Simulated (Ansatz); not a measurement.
# Co: one candidate structure

Where does Co go from the start given, diamond type (Fd-3m, No. 227)?

Method: DFT r2SCAN, scalar-relativistic, plane waves, PAW, in Ansatz 0.2.0.

## Step 1: Starting point

The structure is cubic, space group Fd-3m (No. 227). Conventional cell: a = 4.627 Å, b = 4.627 Å, c = 4.627 Å, α = 90.00°, β = 90.00°, γ = 90.00°. Co (site symmetry -43m) is surrounded by 4 Co at 2.00 Å.

Structure file:

```
CELL_PARAMETERS angstrom
0.00000 2.31372 2.31372
2.31372 0.00000 2.31372
2.31372 2.31372 0.00000
ATOMIC_POSITIONS crystal
Co 0.50000 0.50000 0.50000
Co 0.75000 0.75000 0.75000
```

(A quick probe on a coarse mesh, which set the mesh and smearing, is not shown.)

## Step 3: Rough relaxation on the coarse mesh

Contents of input.yaml:

```yaml
crystal:
  lattice:
    - [0.0, 2.31371515, 2.31371515]
    - [2.31371515, 0.0, 2.31371515]
    - [2.31371515, 2.31371515, 0.0]
  atoms:
    - { symbol: Co, position: [0.5, 0.5, 0.5], spin: 1.85 }
    - { symbol: Co, position: [0.75, 0.75, 0.75], spin: 1.85 }
basis:
  ecutwfc: 500
kpoints:
  mp_grid: { grid: [6, 6, 6] }
hamiltonian:
  xc: r2scan
scf:
  occupations: { method: gaussian, width: 0.1 }
  lower_state_search: "off"
output:
  forces: true
  stress: true
  eigenvalues: true
  populations: true
magnetization:
  spin_polarized: true
relax:
  adjacent_minimum: "off"
  f_tol: 0.04
  max_steps: 70
  cell: { stress_tol: 0.4 }
```

The session goes on with these runs: full relaxation.

**Question.** What will these runs give?

The runs gave:

| quantity | value |
| --- | --- |
| cell (conventional) | a = 5.035 Å, b = 5.035 Å, c = 5.035 Å, α = 90.00°, β = 90.00°, γ = 90.00° |
| space group | Fd-3m (No. 227) |
| volume | 15.95 Å³/atom |
| gap on the mesh | none (metal) |
| largest moment | 1.92 μB |

In words: The space group stayed Fd-3m, and from the first guess the volume went from 12.39 to 15.95 Å³/atom. Other magnetic orders or occupations could lie lower; they were not searched in full.
